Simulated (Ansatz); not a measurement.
# C (P6_3/mmc) in Ansatz: band structure with HSE06

Aim: the band structure of C with HSE06.

The COD entry that gives the cell may itself be a prediction, so a difference from it is no test against experiment.

All numbers are computed with Ansatz 0.2.0; they aren't measurements. Logs are shortened: lines on timing, memory, paths and dates and some standing lists are left out, and cuts for length are marked.

### Step 1. The structure

It takes space group P6_3/mmc (No. 194, hexagonal). Conventional cell: a = 2.522 Å, b = 2.522 Å, c = 8.237 Å, α = 90.00°, β = 90.00°, γ = 120.00°. C (site symmetry 3m) has 4 C at 1.54 Å as nearest neighbours. C (site symmetry 3m) has 4 C at 1.54 Å as nearest neighbours.

This is a hexagonal form of diamond, not graphite.

### Step 2. Band structure, HSE06

The input, input:

```
crystal:
  lattice:
    - [2.5221, 0.0, 0.0]
    - [-1.26105, 2.1842026709, 0.0]
    - [0.0, 0.0, 8.2371]
  atoms:
    - { symbol: C, position: [0.6666666667, 0.3333333333, 0.84375] }
    - { symbol: C, position: [0.3333333333, 0.6666666667, 0.34375] }
    - { symbol: C, position: [0.6666666667, 0.3333333333, 0.65625] }
    - { symbol: C, position: [0.3333333333, 0.6666666667, 0.15625] }
    - { symbol: C, position: [0.0, 0.0, 0.90625] }
    - { symbol: C, position: [0.0, 0.0, 0.40625] }
    - { symbol: C, position: [0.0, 0.0, 0.59375] }
    - { symbol: C, position: [0.0, 0.0, 0.09375] }
hamiltonian:
  xc: hse06
  pseudopotentials: { kind: paw }
kpoints:
  mp_grid: { grid: [8, 8, 2] }
  band_path:
    path:
      - [[0.0, 0.0, 0.0], [0.5, 0.0, 0.0], [0.3333333333, 0.3333333333, 0.0], [0.0, 0.0, 0.0], [0.0, 0.0, 0.5], [0.5, 0.0, 0.5], [0.3333333333, 0.3333333333, 0.5], [0.0, 0.0, 0.5]]
      - [[0.5, 0.0, 0.5], [0.5, 0.0, 0.0]]
      - [[0.3333333333, 0.3333333333, 0.0], [0.3333333333, 0.3333333333, 0.5]]
    npoints: 4
scf:
  occupations: { method: fermi_dirac, width: 0.05 }
  n_extra_bands: 20
output:
  forces: true
  stress: true
  eigenvalues: true
  fatbands: false
  write_density: true
  write_potential: true
  elf: true
  volumetric_format: npy
```

Potentials or basis: Ansatz PAW.

Output:

```text
Warning: output.stress: scf.convergence.dr2_threshold = 1e-7 eV (the SCF's general default) is looser than the 8e-10 eV advised for a printed stress (1e-10 eV for each atom of the cell: 8). What an SCF threshold leaves in a stress goes as its square root, and in the free energy as the threshold itself, and one threshold admits the most on a small cell: of the crystals measured, under no hybrid functional and no lock of the moments, on runs that ended without the residual-converged pass, on stresses that held no estimate of that error, the worst erred by over 100 MPa in a component at 1e-7 eV an atom and by under 5 at 1e-10. Set scf.convergence.dr2_threshold to 8e-10 eV or tighter. The threshold is an SCF's pass mark: one that does not reach it within its budget of iterations ends unconverged, or closes short of it on a stop that the run arms, and scf.convergence.dr2_threshold's page says what that costs each kind of run
Warning: output.stress: scf.exx.energy_threshold = 1e-6 eV is looser than the 8e-8 eV advised for a stress under a hybrid functional (1e-8 eV for each atom of the cell: 8). Every SCF of the exchange loop can meet its threshold on dr2 while the loop round them stops early: no threshold on dr2 bounds what that leaves in the stress. Set scf.exx.energy_threshold to 8e-8 eV or tighter. The threshold is the loop's pass mark: a loop that does not reach it within its budget of cycles ends unconverged, and scf.exx.energy_threshold's page has the law
scf.n_extra_bands = 20 over 16 filled bands (N_el = 32.0): the run solves 36 bands
GPUs: using 1 of 1 available (devices: 1).
Engine: ansatz 0.2.0, x86_64-unknown-linux-gnu
Pseudopotentials: kind: paw
Pseudopotential: C, paw, valence charge 4, recommended cutoff 420 eV (normal), C.paw.azcp
Functional definition: HSE06
  parameter a = 0.25
  parameter omega = 0.11/bohr
  exchange = pbe_x - a*pbe_x_sr(omega) + a*exact_x_sr(omega)
  correlation = pbe_c
device memory: the entry about to start is reckoned to put 0.8 GiB on a device that reports 61.2 GiB free (of which the cap on the GPU budget leaves the run 18.0 GiB)
GPU FFT provider: cuFFT
GPU libraries: cuBLAS 13.8.2, cuFFT 12.4.0, cuSOLVER 12.3.4
Crystal: 8 atoms, lattice volume = 45.376 Å³
Basis set: ecut = 420 eV, 909 PW (Γ), exchange–correlation on 36×36×120 points (8 copies of the dense FFT grid, shifted against one another)
Bands: 36, of which v1, the nominal top of the filled ones, is band 16 counted from 1 (15 counted from 0)
Symmetry: 24 space group operations
Space group: P63/mmc (ITA 194), of the structure as read, at distance tolerance 3.6e-5 Å
k-points: 20 of 128
Non-local potential: C, projectors of the file, l = 0: 2, l = 1: 2, l = 2: 1
PAW form: soft (Blöchl's): semilocal exchange-correlation on the pseudo side does not see the compensation charge
PAW frozen core: C, regenerated for the run's functional, and the local potential with it (the file was generated under x = pbe(κ = 0.804, μ = 0.2195149727645171), c = pbe(β = 0.06672455060314922))
PAW one-centre angular grid: C, 110 points (default); XC on 64 Gauss nodes
Initial density: superposition of atomic densities (neutral atoms: chi_scale 0, normalization atom), corrected by the library's trained network
Initial wavefunctions: pseudopotential atomic-orbital guess
GPU buffer pool allocated for 19440 grid points (all kernels)
GPU transforms: local potential and band sums: pruned to the plane-wave sphere, on 18×18×60
Functional: x = pbe(κ = 0.804, μ = 0.2195149727645171), c = pbe(β = 0.06672455060314922), warm-up for x = pbe(κ = 0.804, μ = 0.2195149727645171) + 0.25 (exact − pbe) at short range (hse, ω = 0.20786987370883472 Å⁻¹), c = pbe(β = 0.06672455060314922); HSE06 as pw.x's `hse` composes it (authors' and Libxc's form: `xc: wpbeh`)
SCF iter   1: F=—  HF=-2006.367500 eV  |F-HF|=—  |Δ(HF+E_count)|=         —  Δρ=3.15e-3  dr2=2.78e-3  ethr=1.77e-3  ⟨swp⟩=7.1  Hψ=3265  notcnv=0
preconditioner: auto → none  [insulator: Δε(μ)=4.454 eV  Ē_g=21.503 eV  σ=0.050 eV  W_gap=1.00  n_scr=6 (ndim 8)  ℏωp=31.2 eV  f_vac=0.000  D(μ)=0.00/eV (n_scr^D=0)]
iter 2 solved again at ethr=8.16e-7 eV; its pass at ethr=8.69e-6 eV (dr2=2.61e-4 eV) is discarded
SCF iter   2: F=-2006.367450 eV  HF=-2006.367292 eV  |F-HF|=1.58e-4  |Δ(HF+E_count)|=   2.07e-4  Δρ=1.33e-3  dr2=2.58e-4  ethr=8.16e-7  ⟨swp⟩=2.3  Hψ=2332  notcnv=0  defer=2
SCF 1 stopped early in 2 iterations: F = -2006.367450 eV  dr2 = 2.58e-4
device memory: the entry about to start is reckoned to put 1.3 GiB on a device that reports 61.2 GiB free (of which the cap on the GPU budget leaves the run 18.0 GiB)
GPU FFT provider: cuFFT
GPU libraries: cuBLAS 13.8.2, cuFFT 12.4.0, cuSOLVER 12.3.4
Initial density: handed on by an earlier stage of this run
Initial wavefunctions: those handed on with the density
GPU buffer pool allocated for 19440 grid points (all kernels)
GPU transforms: local potential and band sums: pruned to the plane-wave sphere, on 18×18×60
Functional: x = pbe(κ = 0.804, μ = 0.2195149727645171) + 0.25 (exact − pbe) at short range (hse, ω = 0.20786987370883472 Å⁻¹), c = pbe(β = 0.06672455060314922); HSE06 as pw.x's `hse` composes it (authors' and Libxc's form: `xc: wpbeh`)
Exchange kernel: α = 0.2500, screened, ω = 0.2079 Å⁻¹, Wigner–Seitz truncation, v(0) = 1042.3085 eV·Å³, q-mesh 8×8×2, nearest image of the exchange supercell L = 16.47 Å, pair-density grid 12×12×40, without the augmentation charges, whose exchange is taken in its separable form by FFT convolution over the k-point mesh (sized by the pseudopotential files, 15×15×60 at the most), smooth part of the exact exchange by density-matrix convolution in up to 1.33 GiB of GPU memory as planned if the GPU has room (build and FFT work areas not counted)
Frozen-core exchange: fock
SCF iter   1: F=—  HF=-2006.951871 eV  |F-HF|=—  |Δ(HF+E_count)|=         —  Δρ=1.02e-2  dr2=2.02e-2  ethr=8.05e-6  ⟨swp⟩=5.2  Hψ=3210  notcnv=0
preconditioner: auto → none  [insulator: Δε(μ)=5.540 eV  Ē_g=24.108 eV  σ=0.050 eV  W_gap=1.00  n_scr=6 (ndim 8)  ℏωp=31.2 eV  f_vac=0.000  D(μ)=0.00/eV (n_scr^D=0)]
SCF iter   2: F=—  HF=-2006.944031 eV  |F-HF|=—  |Δ(HF+E_count)|=   7.84e-3  Δρ=4.29e-3  dr2=3.16e-3  ethr=8.05e-6  ⟨swp⟩=3.0  Hψ=1918  notcnv=0
SCF iter   3: F=—  HF=-2006.950085 eV  |F-HF|=—  |Δ(HF+E_count)|=   6.05e-3  Δρ=9.28e-4  dr2=1.36e-4  ethr=8.05e-6  ⟨swp⟩=3.4  Hψ=1196  notcnv=0
SCF iter   4: F=—  HF=-2006.950043 eV  |F-HF|=—  |Δ(HF+E_count)|=   4.20e-5  Δρ=2.06e-4  dr2=2.12e-5  ethr=4.00e-7  ⟨swp⟩=2.8  Hψ=1096  notcnv=0  defer=3
SCF iter   5: F=—  HF=-2006.950092 eV  |F-HF|=—  |Δ(HF+E_count)|=   4.97e-5  Δρ=1.40e-4  dr2=7.48e-6  ethr=4.76e-8  ⟨swp⟩=4.3  Hψ=1966  notcnv=0
SCF iter   6: F=-2006.950090 eV  HF=-2006.950090 eV  |F-HF|=5.55e-9  |Δ(HF+E_count)|=   2.48e-6  Δρ=4.50e-6  dr2=3.32e-7  ethr=2.24e-8  ⟨swp⟩=2.8  Hψ=1107  notcnv=0
SCF 2 stopped early in 6 iterations: F = -2006.950090 eV  dr2 = 3.32e-7
  Residual-converged pass: ⟨swp⟩=3.0  Hψ=1359  notcnv=0  max |occ|·‖R‖ = 6.3e-6 eV (tolerance 6.7e-6 eV)  dr2=3.30e-7  dr2_onsite=1.33e-10  max |Δocc| = 0.0e0
hybrid outer 1: dexx = +8.021e-3 eV, tail = 3.44e-5 eV
GPU FFT provider: cuFFT
GPU libraries: cuBLAS 13.8.2, cuFFT 12.4.0, cuSOLVER 12.3.4
GPU buffer pool allocated for 19440 grid points (all kernels)
GPU transforms: local potential and band sums: pruned to the plane-wave sphere, on 18×18×60
Exchange kernel: α = 0.2500, screened, ω = 0.2079 Å⁻¹, Wigner–Seitz truncation, v(0) = 1042.3085 eV·Å³, q-mesh 8×8×2, nearest image of the exchange supercell L = 16.47 Å, pair-density grid 12×12×40, without the augmentation charges, whose exchange is taken in its separable form by FFT convolution over the k-point mesh (sized by the pseudopotential files, 15×15×60 at the most), smooth part of the exact exchange by density-matrix convolution in up to 1.33 GiB of GPU memory as planned if the GPU has room (build and FFT work areas not counted)
Frozen-core exchange: fock
SCF iter   1: F=—  HF=-2006.950253 eV  |F-HF|=—  |Δ(HF+E_count)|=         —  Δρ=7.69e-5  dr2=1.27e-6  ethr=5.38e-7  ⟨swp⟩=4.4  Hψ=1823  notcnv=0
preconditioner: auto → none  [insulator: Δε(μ)=5.601 eV  Ē_g=24.115 eV  σ=0.050 eV  W_gap=1.00  n_scr=6 (ndim 8)  ℏωp=31.2 eV  f_vac=0.000  D(μ)=0.00/eV (n_scr^D=0)]
SCF iter   2: F=—  HF=-2006.950253 eV  |F-HF|=—  |Δ(HF+E_count)|=   4.31e-7  Δρ=1.65e-5  dr2=6.22e-8  ethr=3.82e-9  ⟨swp⟩=3.0  Hψ=1194  notcnv=0
SCF iter   3: F=—  HF=-2006.950253 eV  |F-HF|=—  |Δ(HF+E_count)|=   2.46e-7  Δρ=5.48e-6  dr2=9.10e-9  ethr=7.58e-11  ⟨swp⟩=5.0  Hψ=1800  notcnv=0  defer=5
SCF iter   4: F=-2006.950253 eV  HF=-2006.950253 eV  |F-HF|=3.77e-11  |Δ(HF+E_count)|=   1.38e-9  Δρ=9.04e-7  dr2=3.58e-10  ethr=2.17e-11  ⟨swp⟩=3.0  Hψ=1479  notcnv=0
SCF 3 converged in 4 iterations: F = -2006.950253 eV  dr2 = 3.58e-10
  Residual-converged pass: ⟨swp⟩=3.0  Hψ=1114  notcnv=0  max |occ|·‖R‖ = 8.9e-7 eV (tolerance 8.9e-7 eV)  dr2=3.58e-10  dr2_onsite=1.12e-11  max |Δocc| = 0.0e0
hybrid outer 2: dexx = +4.911e-7 eV, tail = 1.51e-8 eV, Δε = 2.19e-3 eV (about 4.53e-5 eV left of the loop's levels), ΔF = 1.46e-3 eV/Å (tail 3.49e-4)
device memory: the entry about to start is reckoned to put 0.6 GiB on a device that reports 60.8 GiB free (of which the cap on the GPU budget leaves the run 18.0 GiB)
NSCF: frozen V_eff on 39 k-points, pencils in batches of 32, up to order 160
hybrid SCF converged: 2 outer / 10 inner (+2 warm-up), last move |dexx| = 4.91e-7 eV, tail = 1.51e-8 eV
Stability not checked: this state was not tested for a lower state beside it, because the functional holds exact exchange (a hybrid, or Hartree-Fock), whose exchange loop this test does not read (fock_operator; see scf.lower_state_search)
Free energy (F): -2006.950253 eV
Frozen-core exchange: fock
Harris-Foulkes:  -2006.950253 eV  (|F-HF|=3.77e-11)
Internal energy: -2006.950253 eV  (E = F + TS)
E sigma→0 (E₀):  -2006.950253 eV
Fermi energy:    15.609519 eV
--- Per-component energies (eV) ---
  E_band       = 91.307309
  E_kinetic    = 736.045485
  E_local      = -484.510600  (includes V_loc(G=0)·N_el)
  E_nonlocal   = 208.998201
  E_hartree    = 106.763384
  E_xc         = -315.720188
  E_vxc        = -387.931009  (∫ρ·V_xc dr)
  E_exx        = -73.180703  (= α·E_x^exact, valence–valence)
  E_paw        = -794.397778  (= ΣΔE_a)
  E_vpaw       = -48.459848  (= ΣTr[D̂ρ^β])
  E_aug_tail   = 0.000066  (compensation charges beyond the density's cutoff)
  E_ewald      = -1390.810376
  E_core_change = -0.137746  (= ΣΔE_core)
  E_smearing   = -0.000000  (= −TS)
  E_closure    = 0.000000  (closes the sum)
  Σ components = -2006.950253   (vs F -2006.950253, Δ=-2.27e-13)
--- Forces (eV/Å), atoms counted from 1 ---
  atom   1  C     -0.00000000    -0.00000000     0.33367877
  atom   2  C      0.00000000     0.00000000     0.33367877
  atom   3  C     -0.00000000    -0.00000000    -0.33367877
  atom   4  C      0.00000000     0.00000000    -0.33367877
  atom   5  C     -0.00000000     0.00000000     0.32703339
  atom   6  C      0.00000000    -0.00000000     0.32703339
  atom   7  C      0.00000000     0.00000000    -0.32703339
  atom   8  C      0.00000000    -0.00000000    -0.32703339
  max |Σ_I F_I| component: 5.55e-17 eV/Å
--- Stress (GPa, compression-positive) ---
      -11.836113       0.000000       0.000000
        0.000000     -11.836113       0.000000
        0.000000       0.000000       0.693913
  P = ⅓ Tr σ = -7.6594 GPa (-76.594 kbar)
--- Band table (eV; the first three rows and the last of 20) ---
  k-point 0: bands = ["-10.8464", "-9.0129", "-8.9619", "-4.5965", "-1.9435", "5.4765", "5.5467", "9.5304", "9.5304", "10.7198", "10.7198", "10.9529", "10.9529", "12.6152", "12.8448", "12.8448", "19.3874", "19.3874", "19.9503", "21.3268", "21.3268", "21.6560", "22.3590", "22.3590", "22.5193", "22.5526", "23.4610", "23.4610", "28.2212", "29.2670", "30.7077", "32.1093", "32.7308", "32.7935", "35.5179", "35.5745"]
  k-point 1: bands = ["-10.3784", "-10.3784", "-6.7447", "-6.7447", "1.0013", "1.0013", "9.8714", "9.8714", "9.8714", "9.8714", "10.0983", "10.0983", "12.1221", "12.1221", "12.1221", "12.1221", "20.2287", "20.2287", "20.2287", "20.2287", "20.9807", "20.9807", "22.5310", "22.5310", "23.0537", "23.0537", "23.0537", "23.0537", "28.6070", "28.6070", "31.5063", "31.5063", "32.9163", "32.9163", "35.2797", "35.2797"]
  k-point 2: bands = ["-10.4317", "-8.6058", "-8.5526", "-4.2228", "-1.5651", "5.6464", "5.7165", "7.6111", "8.7168", "8.9358", "9.1835", "10.0629", "10.1902", "11.2459", "11.9903", "12.2281", "19.4672", "20.2923", "20.4953", "21.0620", "21.9969", "22.6113", "22.8101", "23.3103", "23.3168", "23.9314", "24.2549", "24.9129", "27.7556", "28.6084", "30.1743", "31.7631", "31.8139", "33.2574", "34.1404", "34.3086"]
  k-point 19: bands = ["-3.6326", "-3.6326", "-2.4822", "-2.4822", "0.2139", "0.2139", "0.4748", "0.4748", "2.8286", "2.8286", "4.4360", "4.4360", "6.4837", "6.4837", "7.7520", "7.7520", "19.5276", "19.5276", "23.9521", "23.9521", "24.6668", "24.6668", "25.7884", "25.7884", "26.9163", "26.9163", "27.8283", "27.8283", "29.2662", "29.2662", "30.7139", "30.7139", "31.9873", "31.9873", "34.7870", "34.7870"]
```

It took 48 s on 1 × NVIDIA H100 80GB HBM3 with 2 threads of AMD EPYC 7R13 (Zen 3), shared host; peak memory 1.8 GiB.

Results:

| Item | Value |
| --- | --- |
| Free energy | -2006.9503 eV |
| Pressure | -7.7 GPa |
| Largest force | 0.334 eV/Å |
| Band gap on the k mesh | 5.60 eV, indirect (least direct gap 6.54 eV) |
| Band gap along the path | 5.60 eV, indirect (least direct gap 6.54 eV) |

Forces in eV/Å, atoms in the order of the input:
```
C    0.000  0.000  0.334
C    0.000  0.000  0.334
C    0.000  0.000 -0.334
C    0.000  0.000 -0.334
C    0.000  0.000  0.327
C    0.000  0.000  0.327
C    0.000  0.000 -0.327
C    0.000  0.000 -0.327
```

Levels at the corners of the path, in eV from the valence-band top:
```tsv
point	band 12	band 13	band 14	band 15	band 16	band 17	band 18	band 19	band 20	band 21
Γ	-1.89	-1.89	-0.23	0.00	0.00	6.54	6.54	7.11	8.48	8.48
M	-5.48	-5.46	-4.98	-4.03	-3.21	5.61	6.80	7.15	7.27	8.28
K	-8.14	-7.77	-6.15	-6.15	-4.41	7.53	7.53	9.33	9.90	9.90
Γ	-1.89	-1.89	-0.23	0.00	0.00	6.54	6.54	7.11	8.48	8.48
A	-2.75	-0.72	-0.72	-0.72	-0.72	7.38	7.38	7.38	7.38	8.14
L	-6.61	-5.14	-5.14	-3.99	-3.99	6.00	6.00	8.40	8.40	9.00
H	-9.27	-5.86	-5.86	-5.56	-5.56	6.41	6.41	11.38	11.38	12.78
A	-2.75	-0.72	-0.72	-0.72	-0.72	7.38	7.38	7.38	7.38	8.14
L	-6.61	-5.14	-5.14	-3.99	-3.99	6.00	6.00	8.40	8.40	9.00
M	-5.48	-5.46	-4.98	-4.03	-3.21	5.61	6.80	7.15	7.27	8.28
K	-8.14	-7.77	-6.15	-6.15	-4.41	7.53	7.53	9.33	9.90	9.90
H	-9.27	-5.86	-5.86	-5.56	-5.56	6.41	6.41	11.38	11.38	12.78
```

Caveat: the pressure holds a Pulay correction of +0.8 GPa for the finite cutoff; the PAW data sets come from PBE, with cores solved anew for the run's functional, which leaves a small shift of forces and pressure; the thresholds are loose for stress.
